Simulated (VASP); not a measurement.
# LaH3 (Fm-3m) in VASP: further runs

The runs below take LaH3 through single point, with LDA.

Everything below comes from runs of VASP 6.6.1. Logs are shortened: lines on timing, memory, paths and dates and some standing lists are left out, and cuts for length are marked.

**1. Starting point**

Symmetry: Fm-3m, No. 225, cubic system. The conventional cell has a = 5.573 Å, b = 5.573 Å, c = 5.573 Å, α = 90.00°, β = 90.00°, γ = 90.00°. Around La (site symmetry m-3m) lie 8 H at 2.41 Å. H (site symmetry -43m) has 4 La at 2.41 Å and 4 H at 2.41 Å as nearest neighbours. Around H (site symmetry m-3m) lie 8 H at 2.41 Å.

The cell comes from a database or a generator and needn't be the stable form of this composition.

**2. Single point, LDA**

The input, INCAR:

```
PREC = Accurate
ENCUT = 450
EDIFF = 1E-6
ISMEAR = 0
SIGMA = 0.05
LREAL = F
LASPH = T
NELM = 100
ALGO = Normal
ISIF = 2
LWAVE = F
LCHARG = F
GGA = CA
NBANDS = 15
ADDGRID = F
```

The input, KPOINTS:

```
regular mesh
0
Gamma
  5 5 5
```

The input, POSCAR:

```
LaH3
1.0
    0.0000000000      2.7864794500      2.7864794500
    2.7864794500      0.0000000000      2.7864794500
    2.7864794500      2.7864794500      0.0000000000
La H
1 3
Direct
    0.0010720000     -0.0024160000     -0.0049440000
    0.2532360000      0.2274950000      0.2357170000
    0.7573300000      0.7385030000      0.7643790000
    0.4948670000      0.5128930000      0.4979460000
```

Potentials or basis: VASP PAW LDA potentials, release 64 (La, H).

Run with:

```bash
> cat potpaw_LDA.64/La/POTCAR potpaw_LDA.64/H/POTCAR > POTCAR
> mpirun -np 1 vasp_std > vasp.out
```

OUTCAR:

```text
PREC = Accurate
   ENCUT = 450
   EDIFF = 1E-6
   ISMEAR = 0
   LREAL = F
   LASPH = T
   NELM = 100
   ISIF = 2
   GGA = CA

 Found     63 irreducible k-points:

 Following reciprocal coordinates:
            Coordinates               Weight
  0.000000  0.000000  0.000000      1.000000
  0.200000  0.000000  0.000000      2.000000
  0.000000  0.200000  0.000000      2.000000
  0.000000  0.000000  0.200000      2.000000
  0.200000  0.200000  0.200000      2.000000
  0.400000  0.000000  0.000000      2.000000
   k-points           NKPTS =     63   k-points in BZ     NKDIM =     63   number of bands    NBANDS=     15
   number of dos      NEDOS =    301   number of ions     NIONS =      4
   total plane-waves  NPLWV =  21952
   dimension x,y,z NGX =    28 NGY =   28 NGZ =   28
   dimension x,y,z NGXF=    56 NGYF=   56 NGZF=   56
   ions per type =               1   3
   NGX,Y,Z   is equivalent  to a cutoff of  11.81, 11.81, 11.81 a.u.
   NGXF,Y,Z  is equivalent  to a cutoff of  23.62, 23.62, 23.62 a.u.
 SYSTEM =  unknown system
   PREC   = accura    normal or accurate (medium, high low for compatibility)
   ISTART =      0    job   : 0-new  1-cont  2-samecut
   ICHARG =      2    charge: 1-file 2-atom 10-const
   ISPIN  =      1    spin polarized calculation?
   LNONCOLLINEAR =      F non collinear calculations
   LSORBIT =      F    spin-orbit coupling
   LASPH  =      T    aspherical Exc in radial PAW
   ENCUT  =  450.0 eV  33.07 Ry    5.75 a.u.   6.82  6.82  6.82*2*pi/ulx,y,z
   NELM   =    100;   NELMIN=  2; NELMDL= -5     # of ELM steps
   EDIFF  = 0.1E-05   stopping-criterion for ELM
   LREAL  =      F    real-space projection
   EDIFFG = 0.1E-04   stopping-criterion for IOM
   NSW    =      0    number of steps for IOM
   IBRION =     -1    ionic relax: 0-MD 1-quasi-New 2-CG
   NFREE  =      0    steps in history (QN), initial steepest desc. (CG)
   ISIF   =      2    stress and relaxation
   ISYM   =      2    0-nonsym 1-usesym 2-fastsym
   POTIM  = 0.5000    time-step for ionic-motion
   TEBEG  =    0.0;   TEEND  =   0.0 temperature during run
   PSTRESS=    0.0 pullay stress
   NELECT =      14.0000    total number of electrons
   NUPDOWN=      -1.0000    fix difference up-down
   EMIN   =  10.00;   EMAX   =-10.00  energy-range for DOS
   EFERMI =   0.00;   METHOD = LEGACY
   ISMEAR =     0;   SIGMA  =   0.05  broadening in eV -4-tet -1-fermi 0-gaus
   EFERMI_NEDOS =   21; number of points for ismear=-14 and -15
   IALGO  =     38    algorithm
   IMIX   =      4    mixing-type and parameters
     AMIX     =   0.40;   BMIX     =  1.00
     AMIX_MAG =   1.60;   BMIX_MAG =  1.00
  volume/ion in A,a.u.               =      10.82        73.00
  Fermi-wavevector in a.u.,A,eV,Ry     =   1.123876  2.123817 17.185477  1.263097
  Thomas-Fermi vector in A             =   2.260545
   LORBIT       =      0    0 simple, 1 ext, 2 COOP (PROOUT), +10 PAW based schemes
   GGA     = CA    functional components
   LHFCALC =     F    Hartree Fock is set to
   AEXX    =    0.0000 exact exchange contribution
   IVDW    =     0    specifies the selected vdW correction
   LEPSILON=     F    determine dielectric tensor
   LRPA    =     F    only Hartree local field effects (RPA)
 non-spin polarized calculation
 Gauss-broadening in eV      SIGMA  =   0.05
  energy-cutoff  :      450.00
  volume of cell :       43.27
 maximum number of plane-waves:       951
   NGX = 13   NGY = 13   NGZ = 13

 number of electron      14.0000000 magnetization

 Free energy of the ion-electron system (eV)
  ---------------------------------------------------
  ext. energy  EPLUGINS =         0.00000000
  ---------------------------------------------------
  free energy    TOTEN  =       -18.54028237 eV

  energy without entropy =      -18.53970353  energy(sigma->0) =      -18.53999295

 E-fermi :   7.6427     XC(G=0): -10.2935

 val. band max:        7.6254477479   @ k =   0.0000   0.0000   0.0000
 cond. band min:       7.6991837642   @ k =   0.0000   0.0000   0.4000
 fundamental gap:      0.0737360163
 Fermi energy:         7.6426788447

 k-point     1 :       0.0000    0.0000    0.0000
  band No.  band energies     occupation
      1     -25.6533      2.00000
      2      -8.9354      2.00000
      3      -8.9350      2.00000
      4      -8.9319      2.00000
      5      -0.4589      2.00000
      6       4.6586      2.00000
      7       7.6254      1.37400
      8       7.8295      0.00000
      9       7.8405      0.00000
     10       8.3382      0.00000
     11       8.6840      0.00000
     12       8.6874      0.00000
     13       8.6930      0.00000
     14       9.2609      0.00000
     15       9.2710      0.00000

 k-point     2 :       0.2000    0.0000    0.0000
  band No.  band energies     occupation
      1     -25.6089      2.00000
      2      -9.3909      2.00000
      3      -8.9803      2.00000
      4      -8.9789      2.00000
      5       0.4301      2.00000
      6       3.7226      2.00000
      7       6.6165      2.00000
      8       7.9763      0.00000
      9       7.9858      0.00000
     10       8.6497      0.00000
     11       8.6552      0.00000
     12       8.8684      0.00000
     13       9.2464      0.00000
     14       9.2538      0.00000
     15       9.2723      0.00000
[... 41 lines left out ...]
      3      -8.9810      2.00000
      4      -8.9806      2.00000
      5       0.4885      2.00000
      6       3.6455      2.00000
      7       6.7557      2.00000
      8       8.0035      0.00000
      9       8.0079      0.00000
     10       8.6435      0.00000
     11       8.6468      0.00000
     12       8.8041      0.00000
     13       9.2622      0.00000
     14       9.2637      0.00000
     15       9.2652      0.00000

 k-point     6 :       0.4000    0.0000    0.0000
  band No.  band energies     occupation
      1     -25.5356      2.00000
      2     -10.0260      2.00000
      3      -9.0521      2.00000
      4      -9.0511      2.00000
      5       1.4855      2.00000
      6       3.4782      2.00000
      7       5.5643      2.00000
      8       7.7067      0.07036
      9       7.7485      0.00275
     10       8.7440      0.00000
     11       8.7447      0.00000
     12       9.1500      0.00000
     13       9.1701      0.00000
     14       9.1714      0.00000
     15       9.2803      0.00000

 [... further k-points ...]

------------------------ aborting loop because EDIFF is reached ----------------------------------------

  FORCE on cell =-STRESS in cart. coord.  units (eV):
  Direction    XX          YY          ZZ          XY          YZ          ZX
  --------------------------------------------------------------------------------------
  -------------------------------------------------------------------------------------
  Total       -1.2686348     -1.2696360     -1.2801329      0.1287852      0.1682609      0.1694714
  in kB      -46.9731491    -47.0102199    -47.3988843      4.7684703      6.2301183      6.2749382
  external PRESSURE =     -47.1274178 kB  Pullay stress =       0.0000000 kB

 VOLUME and BASIS-vectors are now :
 -----------------------------------------------------------------------------
  energy-cutoff  :      450.00
  volume of cell :       43.27
      direct lattice vectors                 reciprocal lattice vectors
     0.000000000  2.786479450  2.786479450    -0.179437892  0.179437892  0.179437892
     2.786479450  0.000000000  2.786479450     0.179437892 -0.179437892  0.179437892
     2.786479450  2.786479450  0.000000000     0.179437892  0.179437892 -0.179437892

 POSITION                                       TOTAL-FORCE (eV/Angst)
 -----------------------------------------------------------------------------------
      5.55245      2.77569      2.78273        -0.153517      0.071617     -0.131481
      1.29073      1.36246      1.33955         0.272490      0.080943      0.167961
      4.18775      4.24021      4.16811        -0.050594     -0.202026      0.018356
      2.81668      2.76645      2.80810        -0.068379      0.049466     -0.054835
 -----------------------------------------------------------------------------------
    total drift:                                0.000047      0.000008     -0.000030

  FREE ENERGIE OF THE ION-ELECTRON SYSTEM (eV)
  ---------------------------------------------------
  free  energy   TOTEN  =       -18.5402823735 eV

  energy  without entropy=      -18.5397035261  energy(sigma->0) =      -18.53999295
```

OSZICAR:

```text
N       E                     dE             d eps       ncg     rms          rms(c)
DAV:   1     0.895667196034E+02    0.89567E+02   -0.45398E+03  1962   0.109E+03
DAV:   2    -0.102731637408E+02   -0.99840E+02   -0.87125E+02  2182   0.180E+02
DAV:   3    -0.186866205319E+02   -0.84135E+01   -0.82994E+01  2434   0.797E+01
DAV:   4    -0.192609922298E+02   -0.57437E+00   -0.57353E+00  3360   0.153E+01
DAV:   5    -0.192720182950E+02   -0.11026E-01   -0.11025E-01  2530   0.192E+00    0.540E+00
DAV:   6    -0.186829857356E+02    0.58903E+00   -0.97436E-01  3181   0.544E+00    0.260E+00
DAV:   7    -0.185453330498E+02    0.13765E+00   -0.44657E-01  2455   0.289E+00    0.644E-01
DAV:   8    -0.185406814507E+02    0.46516E-02   -0.32297E-02  2898   0.184E+00    0.224E-01
DAV:   9    -0.185409966739E+02   -0.31522E-03   -0.12317E-02  3047   0.913E-01    0.135E-01
DAV:  10    -0.185402774687E+02    0.71921E-03   -0.36504E-03  3083   0.503E-01    0.777E-03
DAV:  11    -0.185402862202E+02   -0.87514E-05   -0.82924E-05  3178   0.550E-02    0.904E-03
DAV:  12    -0.185402822983E+02    0.39218E-05   -0.18198E-05  3210   0.367E-02    0.172E-03
DAV:  13    -0.185402823735E+02   -0.75145E-07   -0.29693E-07  1377   0.478E-03
   1 F= -.18540282E+02 E0= -.18539993E+02  d E =-.578847E-03
```

stdout:

```text
POSCAR found type information on POSCAR LaH
 POSCAR found :  2 types and       4 ions
 scaLAPACK will be used
 LDA part: xc-table for (Slater(with rela. corr.)+CA(PZ))
 , standard interpolation
 POSCAR, INCAR and KPOINTS ok, starting setup
 FFT: planning ... GRIDC
 FFT: planning ... GRID_SOFT
 FFT: planning ... GRID
 WAVECAR not read
 entering main loop
```

Run time: 28 s. Hardware: 1 thread of Intel Xeon Platinum 8488C (Sapphire Rapids), shared host; peak memory 0.17 GiB.

The run converged, but some of its settings lie outside the range that counts as converged, so its numbers aren't taken as properties of the crystal.

Results:

| Property | Result |
| --- | --- |
| Free energy | -18.5403 eV |
| Pressure | -4.7 GPa |
| Largest force | 0.330 eV/Å |
| Band gap on the k mesh | 0.07 eV, indirect (least direct gap 0.20 eV) |

Caveat: spin-orbit coupling is left out, which moves the levels of the heavy elements; an odd mesh through Γ misses points on the zone boundary, where band edges often lie.

(Part 1 of 2 ends here.)
